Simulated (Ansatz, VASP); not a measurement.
Two plane-wave programs on BeS

```
Be S
1.0
     0.00000    2.43515    2.43515
     2.43515    0.00000    2.43515
     2.43515    2.43515    0.00000
Be S
1 1
Direct
  0.00000 0.00000 0.00000
  0.75000 0.75000 0.75000
```

Alike in both runs: task single point; functional PBE; k mesh 6 × 6 × 6; occupations gaussian, width 0.1 eV; no spin polarisation.

|  | VASP | Ansatz |
| --- | --- | --- |
| version | VASP 6.6.1 | Ansatz 0.2.0 |
| potentials or method | VASP PAW PBE potentials, release 64 (Be, S) | scalar-relativistic, plane waves, PAW |
| plane-wave cutoff (eV) | 520 | 420 |
| valence electrons in the cell | 8 | 8 |

```csv
,VASP,Ansatz,Ansatz less VASP
gap on the k mesh at the Fermi level (eV),3.14,3.14,-0.001
least direct gap on the mesh (eV),5.67,5.66,-0.018
pressure (GPa),0.4,0.4,-0.02
```

A k mesh can miss the band edges.
